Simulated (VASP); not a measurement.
# MnO2 (P-3m1) in VASP: notebook

The runs below take MnO2 through single point, with r2SCAN.

All numbers are computed with VASP 6.6.1; they aren't measurements. Logs are shortened: lines on timing, memory, paths and dates and some standing lists are left out, and cuts for length are marked.

## Step 1: The crystal as given

Symmetry: P-3m1, No. 164, trigonal system. Conventional cell: a = 2.857 Å, b = 2.857 Å, c = 4.601 Å, α = 90.00°, β = 90.00°, γ = 120.00°. Around Mn (site symmetry -3m) lie 6 O at 1.90 Å. Around O (site symmetry 3m) lie 3 Mn at 1.90 Å.

Measurements of this composition are mostly on another form, of space group No. 136.

## Step 2: Single point, r2SCAN, collinear spin, ferromagnetic start

Contents of INCAR:

```
SYSTEM = MnO2
PREC = Accurate ; ENCUT = 460
EDIFF = 0.001 ; ISMEAR = 0
SIGMA = 0.05 ; LREAL = .FALSE.
LASPH = .TRUE. ; NELM = 100
ALGO = Normal ; ISIF = 2
LWAVE = .FALSE. ; LCHARG = .FALSE.
ISPIN = 2 ; MAGMOM = 4 0 0
LORBIT = 11 ; LMAXMIX = 4
METAGGA = R2SCAN ; LMIXTAU = .TRUE.
ADDGRID = .FALSE.
```

Contents of KPOINTS:

```
Automatic mesh
0
G
  8 8 4
  0 0 0
```

Contents of POSCAR:

```
MnO2
1.0
    2.8565781804      0.0000000000      0.0000000000
   -1.4282890902      2.4738692722      0.0000000000
    0.0000000000      0.0000000000      4.6013740589
Mn O
1 2
Direct
    0.0186700000     -0.0033200000      0.4886240000
    0.3165570000      0.6444560000      0.7182440000
    0.6490790000      0.3390650000      0.3129550000
```

Potentials or basis: VASP PAW PBE potentials, release 64 (Mn_pv, O).

On the command line:

```bash
$ cat potpaw_PBE.64/Mn_pv/POTCAR potpaw_PBE.64/O/POTCAR > POTCAR
$ mpirun -np 1 vasp_std > vasp.out
```

OUTCAR:

```text
SYSTEM = MnO2
   PREC = Accurate
   ENCUT = 460
   EDIFF = 0.001
   ISMEAR = 0
   LREAL = .FALSE.
   LASPH = .TRUE.
   NELM = 100
   ISIF = 2
   ISPIN = 2
   LORBIT = 11
   METAGGA = R2SCAN

 Found    132 irreducible k-points:

 Following reciprocal coordinates:
            Coordinates               Weight
  0.000000  0.000000  0.000000      1.000000
  0.125000  0.000000  0.000000      2.000000
  0.000000  0.125000  0.000000      2.000000
 -0.125000  0.125000  0.000000      2.000000
  0.250000  0.000000  0.000000      2.000000
  0.000000  0.250000  0.000000      2.000000
   k-points           NKPTS =    132   k-points in BZ     NKDIM =    132   number of bands    NBANDS=     18
   number of dos      NEDOS =    301   number of ions     NIONS =      3
   total plane-waves  NPLWV =  12800
   dimension x,y,z NGX =    20 NGY =   20 NGZ =   32
   dimension x,y,z NGXF=    40 NGYF=   40 NGZF=   64
   ions per type =               1   2
   NGX,Y,Z   is equivalent  to a cutoff of  11.64, 11.64, 11.56 a.u.
   NGXF,Y,Z  is equivalent  to a cutoff of  23.28, 23.28, 23.12 a.u.
 SYSTEM =  MnO2
   PREC   = accura    normal or accurate (medium, high low for compatibility)
   ISTART =      0    job   : 0-new  1-cont  2-samecut
   ICHARG =      2    charge: 1-file 2-atom 10-const
   ISPIN  =      2    spin polarized calculation?
   LNONCOLLINEAR =      F non collinear calculations
   LSORBIT =      F    spin-orbit coupling
   LASPH  =      T    aspherical Exc in radial PAW
   ENCUT  =  460.0 eV  33.81 Ry    5.81 a.u.   5.00  5.00  8.05*2*pi/ulx,y,z
   NELM   =    100;   NELMIN=  2; NELMDL= -5     # of ELM steps
   EDIFF  = 0.1E-02   stopping-criterion for ELM
   LREAL  =      F    real-space projection
   EDIFFG = 0.1E-01   stopping-criterion for IOM
   NSW    =      0    number of steps for IOM
   IBRION =     -1    ionic relax: 0-MD 1-quasi-New 2-CG
   NFREE  =      0    steps in history (QN), initial steepest desc. (CG)
   ISIF   =      2    stress and relaxation
   ISYM   =      2    0-nonsym 1-usesym 2-fastsym
   POTIM  = 0.5000    time-step for ionic-motion
   TEBEG  =    0.0;   TEEND  =   0.0 temperature during run
   PSTRESS=    0.0 pullay stress
   NELECT =      25.0000    total number of electrons
   NUPDOWN=      -1.0000    fix difference up-down
   EMIN   =  10.00;   EMAX   =-10.00  energy-range for DOS
   EFERMI =   0.00;   METHOD = LEGACY
   ISMEAR =     0;   SIGMA  =   0.05  broadening in eV -4-tet -1-fermi 0-gaus
   EFERMI_NEDOS =   21; number of points for ismear=-14 and -15
   IALGO  =     38    algorithm
   IMIX   =      4    mixing-type and parameters
     AMIX     =   0.40;   BMIX     =  1.00
     AMIX_MAG =   1.60;   BMIX_MAG =  1.00
  volume/ion in A,a.u.               =      10.84        73.15
  Fermi-wavevector in a.u.,A,eV,Ry     =   1.499747  2.834111 30.602787  2.249241
  Thomas-Fermi vector in A             =   2.611337
   LORBIT       =     11    0 simple, 1 ext, 2 COOP (PROOUT), +10 PAW based schemes
   METAGGA = R2SCAN    functional components
   LHFCALC =     F    Hartree Fock is set to
   AEXX    =    0.0000 exact exchange contribution
   IVDW    =     0    specifies the selected vdW correction
   LEPSILON=     F    determine dielectric tensor
   LRPA    =     F    only Hartree local field effects (RPA)
 spin polarized calculation
 Gauss-broadening in eV      SIGMA  =   0.05
  energy-cutoff  :      460.00
  volume of cell :       32.52
 maximum number of plane-waves:       746
   NGX =  9   NGY =  9   NGZ = 17

 number of electron      25.0000003 magnetization       3.0001442

 Free energy of the ion-electron system (eV)
  ---------------------------------------------------
  ext. energy  EPLUGINS =         0.00000000
  ---------------------------------------------------
  free energy    TOTEN  =       -32.19323178 eV

  energy without entropy =      -32.19323178  energy(sigma->0) =      -32.19323178

 E-fermi :   2.8865     XC(G=0): -11.5345

 val. band max:        2.6617261991   @ k =  -0.1250   0.1250   0.5000
 cond. band min:       4.4356689559   @ k =   0.0000   0.1250   0.5000
 fundamental gap:      1.7739427568
 Fermi energy:         2.8865191452

 spin component 1

 k-point     1 :       0.0000    0.0000    0.0000
  band No.  band energies     occupation
      1     -49.6828      1.00000
      2     -49.6715      1.00000
      3     -49.6632      1.00000
      4     -17.9760      1.00000
      5     -15.3231      1.00000
      6      -3.8429      1.00000
[... 10 lines left out ...]
     17      10.5459      0.00000
     18      14.1985      0.00000

 k-point     2 :       0.1250    0.0000    0.0000
  band No.  band energies     occupation
      1     -49.7054      1.00000
      2     -49.6744      1.00000
      3     -49.6640      1.00000
      4     -17.7903      1.00000
      5     -15.3693      1.00000
      6      -3.6881      1.00000
[... 10 lines left out ...]
     17      11.2294      0.00000
     18      14.9338      0.00000

 k-point     3 :       0.0000    0.1250    0.0000
  band No.  band energies     occupation
      1     -49.6991      1.00000
      2     -49.6795      1.00000
      3     -49.6651      1.00000
      4     -17.7896      1.00000
      5     -15.3715      1.00000
      6      -3.6889      1.00000
[... 10 lines left out ...]
     17      11.2364      0.00000
     18      14.9321      0.00000

 k-point     4 :      -0.1250    0.1250    0.0000
  band No.  band energies     occupation
      1     -49.6963      1.00000
      2     -49.6819      1.00000
      3     -49.6642      1.00000
      4     -17.7982      1.00000
      5     -15.3639      1.00000
      6      -3.7288      1.00000
[... 10 lines left out ...]
     17      11.2167      0.00000
     18      14.9472      0.00000

 k-point     5 :       0.2500    0.0000    0.0000
  band No.  band energies     occupation
      1     -49.7636      1.00000
      2     -49.6859      1.00000
      3     -49.6566      1.00000
      4     -17.3326      1.00000
      5     -15.4595      1.00000
      6      -3.7209      1.00000
[... 10 lines left out ...]
     17      12.7499      0.00000
     18      16.4590      0.00000

 k-point     6 :       0.0000    0.2500    0.0000
  band No.  band energies     occupation
      1     -49.7553      1.00000
      2     -49.6944      1.00000
      3     -49.6563      1.00000
      4     -17.3294      1.00000
      5     -15.4673      1.00000
      6      -3.7539      1.00000
[... 10 lines left out ...]
     17      12.7591      0.00000
     18      16.4623      0.00000

 [... further k-points ...]

 spin component 2

 k-point     1 :       0.0000    0.0000    0.0000
  band No.  band energies     occupation
      1     -45.6938      1.00000
      2     -45.5651      1.00000
      3     -45.3809      1.00000
      4     -17.8420      1.00000
      5     -15.2896      1.00000
      6      -2.7643      1.00000
[... 10 lines left out ...]
     17      11.1056      0.00000
     18      14.8821      0.00000

 k-point     2 :       0.1250    0.0000    0.0000
  band No.  band energies     occupation
      1     -45.7216      1.00000
      2     -45.5753      1.00000
      3     -45.3757      1.00000
      4     -17.6495      1.00000
      5     -15.3372      1.00000
      6      -2.7894      1.00000
[... 10 lines left out ...]
     17      11.7441      0.00000
     18      15.6237      0.00000

 k-point     3 :       0.0000    0.1250    0.0000
  band No.  band energies     occupation
      1     -45.7199      1.00000
      2     -45.5772      1.00000
      3     -45.3754      1.00000
      4     -17.6489      1.00000
      5     -15.3394      1.00000
      6      -2.7846      1.00000
[... 10 lines left out ...]
     17      11.7501      0.00000
     18      15.6198      0.00000

 k-point     4 :      -0.1250    0.1250    0.0000
  band No.  band energies     occupation
      1     -45.7004      1.00000
      2     -45.5946      1.00000
      3     -45.3756      1.00000
      4     -17.6582      1.00000
      5     -15.3317      1.00000
      6      -2.6884      1.00000
[... 10 lines left out ...]
     17      11.7297      0.00000
     18      15.6341      0.00000

 k-point     5 :       0.2500    0.0000    0.0000
  band No.  band energies     occupation
      1     -45.7908      1.00000
      2     -45.5967      1.00000
      3     -45.3628      1.00000
      4     -17.1704      1.00000
      5     -15.4384      1.00000
      6      -2.8191      1.00000
[... 10 lines left out ...]
     17      13.1995      0.00000
     18      17.1733      0.00000

 k-point     6 :       0.0000    0.2500    0.0000
  band No.  band energies     occupation
      1     -45.7866      1.00000
      2     -45.6015      1.00000
      3     -45.3619      1.00000
      4     -17.1677      1.00000
      5     -15.4456      1.00000
      6      -2.8105      1.00000
[... 10 lines left out ...]
     17      13.1992      0.00000
     18      17.1717      0.00000

 [... further k-points ...]

------------------------ aborting loop because EDIFF is reached ----------------------------------------

  FORCE on cell =-STRESS in cart. coord.  units (eV):
  Direction    XX          YY          ZZ          XY          YZ          ZX
  --------------------------------------------------------------------------------------
  -------------------------------------------------------------------------------------
  Total        1.3016541      1.5848340      0.5641563      1.0286858      0.7894514     -1.2421794
  in kB       64.1350994     78.0879370     27.7971080     50.6854060     38.8978504    -61.2046644
  external PRESSURE =      56.6733815 kB  Pullay stress =       0.0000000 kB

 VOLUME and BASIS-vectors are now :
 -----------------------------------------------------------------------------
  energy-cutoff  :      460.00
  volume of cell :       32.52
      direct lattice vectors                 reciprocal lattice vectors
     2.856578180  0.000000000  0.000000000     0.350069187  0.202112539  0.000000000
    -1.428289090  2.473869272  0.000000000     0.000000000  0.404225078  0.000000000
     0.000000000  0.000000000  4.601374059     0.000000000  0.000000000  0.217326387

 POSITION                                       TOTAL-FORCE (eV/Angst)
 -----------------------------------------------------------------------------------
     -1.37021      2.46566      2.24834        -1.796051     -0.172102      3.778953
     -0.01620      1.59430      3.30491         0.107901      0.506404     -1.249131
      1.36986      0.83880      1.44002         1.688150     -0.334302     -2.529821
 -----------------------------------------------------------------------------------
    total drift:                               -0.020136     -0.006263      0.042596

  FREE ENERGIE OF THE ION-ELECTRON SYSTEM (eV)
  ---------------------------------------------------
  free  energy   TOTEN  =       -32.1932317815 eV

  energy  without entropy=      -32.1932317815  energy(sigma->0) =      -32.19323178

 total charge

# of ion       s       p       d       tot
------------------------------------------
    1        0.394   6.484   4.909  11.787
    2        1.597   3.401   0.000   4.998
    3        1.594   3.519   0.000   5.113
--------------------------------------------------
tot          3.586  13.404   4.909  21.899

 magnetization (x)

# of ion       s       p       d       tot
------------------------------------------
    1        0.029   0.040   2.832   2.901
    2        0.005  -0.030   0.000  -0.025
    3        0.004   0.058   0.000   0.061
--------------------------------------------------
tot          0.037   0.068   2.832   2.938
```

It took 2.3 min on 1 thread of Intel Xeon 6975P-C (Granite Rapids), shared host; peak memory 0.22 GiB.

These settings aren't checked as converged: the numbers below hold their error.

What came out:

* Free energy: -32.1932 eV
* Pressure: 5.7 GPa
* Largest force: 4.188 eV/Å
* Band gap on the k mesh: 1.77 eV, indirect (least direct gap 1.79 eV)
* Net moment: 3.00 μB per cell
* Site moments: Mn +2.90; O -0.03, +0.06 μB
* Valence electrons inside the program's atomic spheres: Mn 11.79; O 5.00, 5.11

Caveat: the cutoff is under 1.25 times the usual one of these potentials, so pressure, stress and relaxed cells hold a basis-set (Pulay) error; the PAW data sets were made with another functional, which shifts forces and pressure a little; a cell with one magnetic atom can't hold antiferromagnetic order, which such compounds often take.

## Step 3: Single point, r2SCAN, collinear spin, ferromagnetic start

INCAR, as its differences from that of step 2:

```diff
@@ -2,3 +2,3 @@
 PREC = Accurate ; ENCUT = 460
-EDIFF = 0.001 ; ISMEAR = 0
+EDIFF = 1E-4 ; ISMEAR = 0
 SIGMA = 0.05 ; LREAL = .FALSE.
```

KPOINTS is that of step 2.

Contents of POSCAR:

```
MnO2
1.0
    2.8565781804      0.0000000000      0.0000000000
   -1.4282890902      2.4738692722      0.0000000000
    0.0000000000      0.0000000000      4.6013740589
Mn O
1 2
Direct
    0.0000000000      0.0000000000      0.5000000000
    0.3333333333      0.6666666667      0.7062925700
    0.6666666667      0.3333333333      0.2937074300
```

Potentials or basis: VASP PAW PBE potentials, release 64 (Mn_pv, O).

On the command line:

```bash
$ cat potpaw_PBE.64/Mn_pv/POTCAR potpaw_PBE.64/O/POTCAR > POTCAR
$ mpirun -np 1 vasp_std > vasp.out
```

Wall time 47 s (1 thread of Intel Xeon 6975P-C (Granite Rapids), shared host); peak memory 0.16 GiB.

The run converged, but some of its settings lie outside the range that counts as converged, so its numbers aren't taken as properties of the crystal.

What came out:

* Free energy: -32.5398 eV
* Pressure: -0.9 GPa
* Largest force: 0.004 eV/Å
* Band gap on the k mesh: 1.88 eV, indirect (least direct gap 1.98 eV)
* Net moment: 3.00 μB per cell
* Site moments: Mn +2.93; O +0.01 μB
* Valence electrons inside the program's atomic spheres: Mn 11.71; O 5.04

Caveat: the cutoff is under 1.25 times the usual one of these potentials, so pressure, stress and relaxed cells hold a basis-set (Pulay) error; the PAW data sets were made with another functional, which shifts forces and pressure a little; a cell with one magnetic atom can't hold antiferromagnetic order, which such compounds often take.

## Step 4: Single point, r2SCAN, collinear spin, ferromagnetic start

INCAR is that of step 3.

KPOINTS is that of step 3.

Contents of POSCAR:

```
MnO2
1.0
    2.8565781804      0.0000000000      0.0000000000
   -1.4282890902      2.4738692722      0.0000000000
    0.0000000000      0.0000000000      4.6013740589
Mn O
1 2
Direct
    0.0186700000     -0.0033200000      0.4886240000
    0.3165570000      0.6444560000      0.7182440000
    0.6490790000      0.3390650000      0.3129550000
```

On the command line:

```bash
$ cat potpaw_PBE.64/Mn_pv/POTCAR potpaw_PBE.64/O/POTCAR > POTCAR
$ mpirun -np 1 vasp_std > vasp.out
```

It took 2.8 min on 1 thread of Intel Xeon 6975P-C (Granite Rapids), shared host; peak memory 0.22 GiB.

These settings aren't checked as converged: the numbers below hold their error.

Results:

```yaml
Free_energy: -32.1934 eV
Pressure: 5.1 GPa
Largest_force: 4.183 eV/Å
Band_gap_on_the_k_mesh: 1.77 eV, indirect (least direct gap 1.79 eV)
Net_moment: 3.00 μB per cell
Site_moments: Mn +2.90; O -0.02, +0.06 μB
Valence_electrons_inside_the_program's_atomic_spheres: Mn 11.79; O 5.00, 5.11
```

Caveat: the cutoff is under 1.25 times the usual one of these potentials, so pressure, stress and relaxed cells hold a basis-set (Pulay) error; the PAW data sets were made with another functional, which shifts forces and pressure a little; a cell with one magnetic atom can't hold antiferromagnetic order, which such compounds often take.

(Part 1 of 2 ends here.)
